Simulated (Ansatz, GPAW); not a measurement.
Given: the input of a run of Ansatz 0.2.0 on GaAs. 

Contents of input.yaml:

```yaml
crystal:
  lattice:
    - [0.0, 2.82685, 2.82685]
    - [2.82685, 0.0, 2.82685]
    - [2.82685, 2.82685, 0.0]
  atoms:
    - { symbol: As, position: [0.75, 0.75, 0.75] }
    - { symbol: Ga, position: [0.0, 0.0, 0.0] }
hamiltonian:
  xc: pbe
  pseudopotentials: { kind: paw }
kpoints:
  mp_grid: { grid: [8, 8, 8] }
scf:
  occupations: { method: gaussian, width: 0.02 }
output:
  forces: true
  stress: true
  eigenvalues: true
```

Potentials or basis: Ansatz PAW.

Run with:

```sh
$ ansatz run input.yaml --threads 2 --pin off --max-ram 5632MiB --backend cpu --events-out ev --progress --plain --runs-dir out
```

Problem. What does the same run look like in GPAW 26.7.0 (ASE script)? Potentials or basis there: GPAW PAW data sets (gpaw-data 1.2.1), cutoff 600 eV.

Solution. As run (cutoffs and basis follow the program's own potentials, and thresholds, step limits or extra output files can differ):

File run.py:

```python
from ase import Atoms
from ase.dft.bandgap import bandgap
from ase.io import write
from ase.units import GPa
from gpaw import GPAW, PW

atoms = Atoms(['As', 'Ga'],
              cell=[[0.0, 2.82685, 2.82685],
                    [2.82685, 0.0, 2.82685],
                    [2.82685, 2.82685, 0.0]],
              scaled_positions=[[0.75, 0.75, 0.75],
                                [0.0, 0.0, 0.0]],
              pbc=True)

calc = GPAW(mode=PW(600),
            xc='PBE',
            kpts={'size': (8, 8, 8), 'gamma': True},
            occupations={'name': 'methfessel-paxton', 'order': 0, 'width': 0.02},
            nbands=11,
            convergence={'density': 1e-05, 'energy': 1e-05},
            maxiter=150,
            txt='gpaw.txt')
atoms.calc = calc
energy = atoms.get_potential_energy()
forces = atoms.get_forces()
stress = atoms.get_stress()
calc.write('gs.gpw')
write('result.traj', atoms)
print(f'Energy: {energy:.6f} eV')
print('Forces (eV/A):')
print(forces.round(4))
print('Stress (GPa):', (stress / GPa).round(3))
print('Fermi level:', round(calc.get_fermi_level(), 4), 'eV')
print(f'Gap: {bandgap(calc)[0]:.4f} eV, direct: {bandgap(calc, direct=True)[0]:.4f} eV')
```

Potentials or basis: GPAW PAW data sets (gpaw-data 1.2.1), pw.

Command:

```console
$ OMP_NUM_THREADS=1 python run.py
```

Both were run:

|  | Ansatz | GPAW |
| --- | --- | --- |
| Pressure | 3.3 GPa | 4.3 GPa |

Ansatz's pressure holds a Pulay term of +0.03 GPa for its cutoff of 420 eV, which the other run lacks.

The potentials hold 28 and 8 valence electrons a cell.

Where Ansatz's input types no cutoff or centring, it takes its own default and a Γ-centred mesh.

Pressure is positive in compression.
